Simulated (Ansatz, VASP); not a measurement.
**LiF: VASP beside Ansatz**

INCAR

```
SYSTEM = LiF
  PREC = Accurate
  ENCUT = 520
  EDIFF = 1E-7
  ISMEAR = 0
  SIGMA = 0.05
  LREAL = .False.
  LASPH = .True.
  NELM = 60
  ALGO = Normal
  ISIF = 2
  LWAVE = .False.
  LCHARG = .False.
  GGA = PS
  NBANDS = 18
```

The input KPOINTS:

```
regular mesh
0
Gamma
  9 9 6
  0 0 0
```

The input POSCAR:

```
LiF
1.0
    2.9652221056      0.0000000000      0.0000000000
   -1.4826110528      2.5679576713      0.0000000000
    0.0000000000      0.0000000000      5.1226958147
Li F
2 2
Direct
    0.3333333333      0.6666666667      0.3811542600
    0.6666666667      0.3333333333      0.8811542600
    0.3333333333      0.6666666667      0.9938437400
    0.6666666667      0.3333333333      0.4938437400
```

Input for Ansatz:

```yaml
crystal:
  lattice:
    - [2.9652221056, 0.0, 0.0]
    - [-1.4826110528, 2.5679576713, 0.0]
    - [0.0, 0.0, 5.1226958147]
  atoms:
    - { symbol: Li, position: [0.3333333333, 0.6666666667, 0.38115426] }
    - { symbol: Li, position: [0.6666666667, 0.3333333333, 0.88115426] }
    - { symbol: F, position: [0.3333333333, 0.6666666667, 0.99384374] }
    - { symbol: F, position: [0.6666666667, 0.3333333333, 0.49384374] }
basis:
  ecutwfc: 420
kpoints:
  mp_grid: { grid: [9, 9, 6] }
hamiltonian:
  xc: pbesol
scf:
  occupations: { method: gaussian, width: 0.05 }
output:
  forces: true
  stress: true
  eigenvalues: true
```

Alike in both runs: task single point; functional PBEsol; k mesh 9 × 9 × 6; occupations gaussian, width 0.05 eV; no spin polarisation.

|  | VASP | Ansatz |
| --- | --- | --- |
| version | VASP 6.6.1 | Ansatz 0.2.0 |
| potentials or method | VASP PAW PBE potentials, release 64 (Li_sv, F) | scalar-relativistic, plane waves, PAW |
| plane-wave cutoff (eV) | 520 | 420 |
| valence electrons in the cell | 20 | 20 |

```csv
,VASP,Ansatz,Ansatz less VASP
gap on the k mesh at the Fermi level (eV),7.79,7.81,+0.013
least direct gap on the mesh (eV),7.79,7.81,+0.013
rms of the force components (eV/Å),0.176,0.163,-0.0127
```

Atom by atom the forces differ by 0.013 eV/Å (rms over components). The functional is the same, so the differences come from potentials, cutoffs and numerics.

Caveats: the PAW data sets were made with another functional, which shifts forces and pressure a little (VASP); an odd mesh through Γ misses points on the zone boundary, where band edges often lie.
